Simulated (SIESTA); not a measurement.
WS2, a slab with vacuum:

```
CELL_PARAMETERS angstrom
3.18321 0.00000 0.00000
-1.59160 2.75674 0.00000
0.00000 0.00000 23.66876
ATOMIC_POSITIONS crystal
W 0.66667 0.33333 0.36268
W 0.33333 0.66667 0.63732
S 0.66667 0.33333 0.70318
S 0.33333 0.66667 0.42856
S 0.66667 0.33333 0.57144
S 0.33333 0.66667 0.29682
```

| Property | Result |
| --- | --- |
| Program | SIESTA 5.4.2 |
| Task | single point |
| Functional | PBE |
| Potentials or basis | PseudoDojo 0.4 standard (PBE files) |
| Basis | DZP (energy shift 0.003 Ry; two zetas on semicore shells) |
| Grid cutoff | 800 Ry |
| Energy shift | 0.003 Ry |
| k mesh | 10 × 10 × 2 |
| Occupations | fermi-dirac, width 0.05 eV |
| Spin | no spin polarisation |

On this cell: largest force 0.697 eV/Å; band gap on the k mesh 1.69 eV, indirect (least direct gap 2.18 eV).

The same run follows on a disturbed copy (atoms moved at random, drawn with an rms of 0.05 Å):

```
CELL_PARAMETERS angstrom
3.18321 0.00000 0.00000
-1.59160 2.75674 0.00000
0.00000 0.00000 23.66876
ATOMIC_POSITIONS crystal
W 0.66094 0.34677 0.36224
W 0.33785 0.67556 0.63660
S 0.68437 0.33076 0.70385
S 0.32679 0.66659 0.42696
S 0.66867 0.33238 0.57068
S 0.32942 0.66257 0.29736
```

Task: What changes?

Result: The energy moves by +15.6 meV/atom; largest force 1.440 eV/Å; band gap on the k mesh 1.54 eV, indirect (least direct gap 2.04 eV).

Forces on the atoms (eV/Å):
```
W    0.633 -0.997 -0.045
W    0.692 -0.612  0.475
S   -0.579  0.304  0.140
S   -0.226  0.441  1.297
S   -0.114  0.309 -0.602
S   -0.404  0.558 -1.265
```

Stress tensor (GPa, compression positive):
```
 2.71 -0.01 -0.37
-0.01  2.42 -0.14
-0.37 -0.14  3.99
```

Caveats: short orbitals over semicore shells can move pressures by several GPa; spin-orbit coupling is left out, which moves the levels of the heavy elements; the basis of atomic orbitals isn't converged, which shifts pressures, moduli and gaps.

A k mesh can miss the band edges.
